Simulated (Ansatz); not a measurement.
The elements of this relaxed crystal are hidden behind letters.

```
lattice vectors (Å)
   0.0000    2.9631    2.9631
   2.9631    0.0000    2.9631
   2.9631    2.9631    0.0000
fractional positions
X 0.0000 0.0000 0.0000
Z 0.7500 0.7500 0.7500
```

Computed with DFT PBE, scalar-relativistic, plane waves, PAW in Ansatz. Cutoff 420 eV, Γ-centred 8×8×8 mesh (2-atom cell), Gaussian smearing of 0.02 eV, no spin polarisation.

| Quantity | Value |
| --- | --- |
| Space group | F-43m (No. 216) |
| Conventional cell | a = 5.926 Å |
| Volume per atom | 26.02 Å³ |
| Density | 4.61 g/cm³ |
| Formation energy | −0.658 eV/atom |
| Gap on the 8×8×8 mesh of the 2-atom cell | 1.04 eV |

Energies are uncorrected and count from the elements' standard states at the same level.

**Question.** X is a d-block element of period 5 and Z is a p-block element of period 3. Which elements are they?

**Answer.** X = Cd, Z = S, so the formula is CdS, here in the zinc blende type. Density times volume gives a mean mass of 4.61 × 26.02/1.6605 = 72.2 u per atom, and this set has 72.2 u. Among the elements that the hints allow, noble gases aside, only these give it. Around Cd lie 4 S at 2.57 Å; S is surrounded by 4 Cd at 2.57 Å.

Kohn–Sham gaps at this level usually fall short of measured ones. Symmetry constrained the relaxation, so the result can be a saddle point.
